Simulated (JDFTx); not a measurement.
# TiB2 (P6/mmm) in JDFTx: settings compared, part 2 of 2

JDFTx 1.7.0 (patched build).

**5. Single point, LDA**

The input, TiB2.in:

```
include TiB2.lattice
coords-type Lattice
include TiB2.ionpos

ion-species pseudo/Ti.upf
ion-species pseudo/B.upf
elec-cutoff 42 336
elec-ex-corr lda-PW
kpoint-folding 10 10 8
elec-smearing Fermi 0.0018374661
elec-n-bands 15
electronic-SCF nIterations 100 energyDiffThreshold 1e-09
electronic-minimize nIterations 30 energyDiffThreshold 1e-7
converge-empty-states yes
forces-output-coords Cartesian

dump-name run.$VAR
dump End Ecomponents EigStats BandEigs Kpoints Forces Stress ElecDensity Dtot KEdensity
```

The input, TiB2.lattice:

```
lattice \
    5.7243583767    -2.8621791884     0.0000000000 \
    0.0000000000     4.9574397745     0.0000000000 \
    0.0000000000     0.0000000000     6.1007918207
```

The input, TiB2.ionpos:

```
ion Ti     0.0000000000     0.0000000000     0.0000000000 1
ion B      0.6666666667     0.3333333333     0.5000000000 1
ion B      0.3333333333     0.6666666667     0.5000000000 1
```

Potentials or basis: PseudoDojo-SR-LDA-0.4.1-standard with smoothed tails.

The run is started by

```bash
$ jdftx -c 1 -i TiB2.in -o TiB2.out
```

Log:

```text
*************** JDFTx 1.7.0 (patched build) ***************

Input parsed successfully to the following command list (including defaults):
[... the input with its defaults ...]

---------- Setting up symmetries ----------

Found 24 point-group symmetries of the bravais lattice
Found 24 space-group symmetries with basis
Applied RMS atom displacement 2.69849e-10 bohrs to make symmetries exact.

---------- Initializing the Grid ----------
R =
[      5.72436     -2.86218            0  ]
[            0      4.95744            0  ]
[            0            0      6.10079  ]
unit cell volume = 173.129
G =
[    1.09762   0.633713         -0  ]
[          0    1.26743          0  ]
[          0         -0     1.0299  ]
Minimum fftbox size, Smin = [  48  48  52  ]
Chosen fftbox size, S = [  48  48  54  ]

---------- Initializing tighter grid for wavefunction operations ----------
R =
[      5.72436     -2.86218            0  ]
[            0      4.95744            0  ]
[            0            0      6.10079  ]
unit cell volume = 173.129
G =
[    1.09762   0.633713         -0  ]
[          0    1.26743          0  ]
[          0         -0     1.0299  ]
Minimum fftbox size, Smin = [  36  36  36  ]
Chosen fftbox size, S = [  36  36  36  ]

---------- Exchange Correlation functional ----------
Initalized Slater LDA exchange.
Initalized Perdew-Wang LDA correlation.

---------- Setting up pseudopotentials ----------
Width of ionic core gaussian charges (only for fluid interactions / plotting) set to 0

Reading pseudopotential file 'pseudo/Ti.upf':
  'Ti' pseudopotential, 'SLA  PW   NOGX NOGC' functional
  Generated using ONCVPSP code by D. R. Hamann
  12 valence electrons, 4 orbitals, 6 projectors, 1001 radial grid points, with lMax = 2
    3S    l: 0   occupation:  2.0   eigenvalue: -2.288285
    3P    l: 1   occupation:  6.0   eigenvalue: -1.425511
    3D    l: 2   occupation:  2.0   eigenvalue: -0.164055
    4S    l: 0   occupation:  2.0   eigenvalue: -0.168820
  Core radius for overlap checks: 1.61 bohrs.

Reading pseudopotential file 'pseudo/B.upf':
  'B' pseudopotential, 'SLA  PW   NOGX NOGC' functional
  Generated using ONCVPSP code by D. R. Hamann
  3 valence electrons, 2 orbitals, 4 projectors, 1001 radial grid points, with lMax = 1
    2S    l: 0   occupation:  2.0   eigenvalue: -0.344843
    2P    l: 1   occupation:  1.0   eigenvalue: -0.136532
  Core radius for overlap checks: 1.18 bohrs.

Initialized 2 species with 3 total atoms.

Folded 1 k-points by 10x10x8 to 800 k-points.

---------- Setting up k-points, bands, fillings ----------
Reduced to 70 k-points under symmetry.
Computing the number of bands and number of electrons
Calculating initial fillings.
nElectrons:  18.000000   nBands: 15   nStates: 70

----- Setting up reduced wavefunction bases (one per k-point) -----
average nbasis = 2251.131 , ideal nbasis = 2250.808

---------- Setting up ewald sum ----------
Optimum gaussian width for ewald sums = 1.851456 bohr.
Real space sum over 1089 unit cells with max indices [  5  5  4  ]
Reciprocal space sum over 2197 terms with max indices [  6  6  6  ]

---------- Allocating electronic variables ----------
Initializing wave functions:  linear combination of atomic orbitals
Ti pseudo-atom occupations:   s ( 2 2 )  p ( 6 )  d ( 2 )
B pseudo-atom occupations:   s ( 2 )  p ( 1 )
	FillingsUpdate:  mu: +0.451247200  nElectrons: 18.000000
LCAOMinimize: Iter:   0  F: -64.0765941167565813  |grad|_K:  4.785e-03  alpha:  1.000e+00
	FillingsUpdate:  mu: +0.502095776  nElectrons: 18.000000
LCAOMinimize: Iter:   1  F: -64.1487124918174061  |grad|_K:  2.802e-03  alpha:  1.513e-01  linmin: -3.410e-01  cgtest:  9.359e-01
LCAOMinimize: Encountered beta<0, resetting CG.
[... 13 lines of inner loops ...]
LCAOMinimize: Iter:   6  F: -64.1811743637546783  |grad|_K:  2.519e-06  alpha:  3.138e-01  linmin:  8.831e-04  cgtest: -1.449e-02
	FillingsUpdate:  mu: +0.564438201  nElectrons: 18.000000
LCAOMinimize: Iter:   7  F: -64.1811744260562875  |grad|_K:  2.597e-07  alpha:  7.776e-01  linmin: -9.696e-05  cgtest:  1.538e-02
LCAOMinimize: Converged (|Delta F|<1.000000e-06 for 2 iters).

-------- Electronic minimization -----------
Will mix electronic density at each iteration.
	FillingsUpdate:  mu: +0.564438201  nElectrons: 18.000000
	FillingsUpdate:  mu: +0.553993548  nElectrons: 18.000000
SCF: Cycle:  0   F: -64.230982476991656   dF: -4.981e-02   |Residual|: 5.164e-02   |deigs|: 2.150e-02
	FillingsUpdate:  mu: +0.545543305  nElectrons: 18.000000
SCF: Cycle:  1   F: -64.233242768235939   dF: -2.260e-03   |Residual|: 2.193e-02   |deigs|: 1.123e-02
	FillingsUpdate:  mu: +0.545844396  nElectrons: 18.000000
SCF: Cycle:  2   F: -64.233520684537538   dF: -2.779e-04   |Residual|: 1.088e-02   |deigs|: 1.442e-03
	FillingsUpdate:  mu: +0.544251152  nElectrons: 18.000000
SCF: Cycle:  3   F: -64.233564660640099   dF: -4.398e-05   |Residual|: 2.847e-03   |deigs|: 2.383e-03
	FillingsUpdate:  mu: +0.544784172  nElectrons: 18.000000
SCF: Cycle:  4   F: -64.233567062663468   dF: -2.402e-06   |Residual|: 1.633e-03   |deigs|: 8.421e-04
	FillingsUpdate:  mu: +0.544528705  nElectrons: 18.000000
SCF: Cycle:  5   F: -64.233569945189601   dF: -2.883e-06   |Residual|: 2.010e-04   |deigs|: 4.010e-04
	FillingsUpdate:  mu: +0.544524690  nElectrons: 18.000000
SCF: Cycle:  6   F: -64.233570091493277   dF: -1.463e-07   |Residual|: 1.065e-04   |deigs|: 9.452e-05
	FillingsUpdate:  mu: +0.544508866  nElectrons: 18.000000
SCF: Cycle:  7   F: -64.233570173082896   dF: -8.159e-08   |Residual|: 3.535e-05   |deigs|: 1.256e-04
	FillingsUpdate:  mu: +0.544511065  nElectrons: 18.000000
SCF: Cycle:  8   F: -64.233570199632879   dF: -2.655e-08   |Residual|: 2.160e-05   |deigs|: 8.308e-05
	FillingsUpdate:  mu: +0.544510985  nElectrons: 18.000000
SCF: Cycle:  9   F: -64.233570205367457   dF: -5.735e-09   |Residual|: 2.135e-05   |deigs|: 6.034e-05
	FillingsUpdate:  mu: +0.544509931  nElectrons: 18.000000
SCF: Cycle: 10   F: -64.233570206857749   dF: -1.490e-09   |Residual|: 4.771e-05   |deigs|: 6.202e-05
	FillingsUpdate:  mu: +0.544511413  nElectrons: 18.000000
SCF: Cycle: 11   F: -64.233570207837005   dF: -9.793e-10   |Residual|: 3.830e-06   |deigs|: 5.750e-05
	FillingsUpdate:  mu: +0.544511351  nElectrons: 18.000000
SCF: Cycle: 12   F: -64.233570207970118   dF: -1.331e-10   |Residual|: 2.561e-06   |deigs|: 4.339e-05
SCF: Converged (|Delta E|<1.000000e-09 for 2 iters).

Setting wave functions to eigenvectors of Hamiltonian
Converging empty states (this may take a while):
EmptyStates: None of the convergence criteria satisfied.
|deigs|: 5.457e-04

# Stress tensor in Cartesian coordinates [Eh/a0^3]:
[  0.000366305            0            0  ]
[            0  0.000366305            0  ]
[            0            0  0.000398678  ]

# Ionic positions in lattice coordinates:
ion Ti   0.000000000000000   0.000000000000000   0.000000000000000 1
ion B   0.666666666666667   0.333333333333333   0.500000000000000 1
ion B   0.333333333333333   0.666666666666667   0.500000000000000 1

# Forces in Cartesian coordinates:
force Ti  -0.000000000000000  -0.000000000000000   0.000000000000000 1
force B  -0.000000000000000  -0.000000000000000  -0.000000000000000 1
force B   0.000000000000000  -0.000000000000000  -0.000000000000000 1

# Energy components:
   Eewald =      -51.3087759302430939
       EH =       12.1109929890366388
     Eloc =      -43.0637499619838309
      Enl =        0.3929918731687675
      Exc =      -11.2019947736591963
 Exc_core =        1.1534543973341371
       KE =       27.6837432796658831
-------------------------------------
     Etot =      -64.2333381266806782
       TS =        0.0002320812894343
-------------------------------------
        F =      -64.2335702079701178

IonicMinimize: Iter:   0  F: -64.233570207970118  |grad|_K:  1.386e-35
IonicMinimize: Converged (|grad|_K<1.000000e-04).

#--- Lowdin population analysis ---
# oxidation-state Ti +0.855
# oxidation-state B -0.410 -0.410

Dumping 'run.eigStats' ...
	eMin: -1.523895 at state 0 ( [ +0.000000 +0.000000 +0.000000 ] spin 0 )
	HOMO: +0.543486 at state 51 ( [ +0.200000 +0.200000 +0.125000 ] spin 0 )
	mu  : +0.544511
	LUMO: +0.544543 at state 55 ( [ +0.200000 +0.300000 +0.000000 ] spin 0 )
	eMax: +0.921924 at state 66 ( [ +0.300000 +0.300000 +0.125000 ] spin 0 )
	HOMO-LUMO gap: +0.001056
	Optical gap  : +0.005065 at state 32 ( [ +0.100000 +0.100000 +0.250000 ] spin 0 )
WARNING: the last solve of the electrons (or of bands or displaced states from it) ended unconverged.
Done!
```

Run time: 97 s. Hardware: 1 thread of Arm Neoverse V2, shared host; peak memory 0.17 GiB.

What came out:

| Quantity | Value |
| --- | --- |
| Free energy | -1747.8845 eV |
| Pressure | -11.1 GPa |
| Band gap on the k mesh | none (metal or under the smearing width) |
| Loewdin charges | Ti +0.85; B -0.41 e |

Levels at points of the mesh, in eV from the Fermi level:
| k point | band 6 | band 7 | band 8 | band 9 | band 10 | band 11 | band 12 | band 13 |
| --- | --- | --- | --- | --- | --- | --- | --- | --- |
| (0.00, 0.00, 0.00) | -2.53 | -2.53 | -2.21 | -2.05 | 1.95 | 1.95 | 3.70 | 3.70 |
| (0.00, 0.00, 0.50) | -7.48 | -0.48 | -0.48 | -0.11 | -0.11 | 0.49 | 0.49 | 1.68 |
| (0.00, 0.50, 0.00) | -8.98 | -3.17 | -3.15 | -2.19 | 1.40 | 2.80 | 3.28 | 3.45 |
| (0.00, 0.50, 0.50) | -7.36 | -4.56 | -3.74 | -3.00 | 2.53 | 2.98 | 4.57 | 4.65 |

Caveat: the empty levels aren't tightly converged.

**6. Summary**

| level | potentials or basis | smearing | gap on the mesh (eV) | pressure (GPa) |
| --- | --- | --- | --- | --- |
| PBE | PseudoDojo-SR-PBE-0.5-standard with smoothed tails | gaussian 0.011 eV | none | 0.2 |
| LDA | PseudoDojo-SR-LDA-0.4.1-standard with smoothed tails | gaussian 0.1 eV | none | -11.1 |
| PBE | PseudoDojo-SR-PBE-0.5-standard with smoothed tails | fermi-dirac 0.05 eV | none | 0.2 |
| LDA | PseudoDojo-SR-LDA-0.4.1-standard with smoothed tails | fermi-dirac 0.05 eV | none | -11.1 |

Alike in all rows: task single point; no spin polarisation; cell as given; k mesh 10 × 10 × 8; cutoff (eV) 1143.

Caveats: the empty levels aren't tightly converged.

Absolute energies hang on the potentials; compare differences alone.
